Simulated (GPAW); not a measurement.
The system is YN.

```
Y N
1.0
     0.00000    2.43850    2.43850
     2.43850    0.00000    2.43850
     2.43850    2.43850    0.00000
Y N
1 1
Cartesian
  0.0000 0.0000 0.0000
  2.4385 2.4385 2.4385
```

Base run:

```yaml
Program: GPAW 26.7.0
Functional: PBE
Potentials_or_basis: GPAW PAW data sets (gpaw-data 1.2.1)
Cutoff: 650 eV
Basis: pw
k_mesh: 8 × 8 × 8
Occupations: fermi-dirac, width 0.05 eV
Spin: no spin polarisation
```

Its results: band gap on the k mesh 0.19 eV, indirect (least direct gap 0.58 eV).

Q: The run is repeated on the same cell with these changes: functional from PBE to HSE03; cutoff from 650 eV to 600 eV; k mesh from 8 × 8 × 8 to 4 × 4 × 4. What comes out?

A: Band gap on the k mesh 1.11 eV, indirect (least direct gap 1.58 eV).

Several settings changed at once, so the effect can't be laid on one alone.

Caveats: some runs use coarse meshes; exact exchange converges slowly with the k mesh, and this mesh is small (some runs).

A k mesh can miss the band edges.
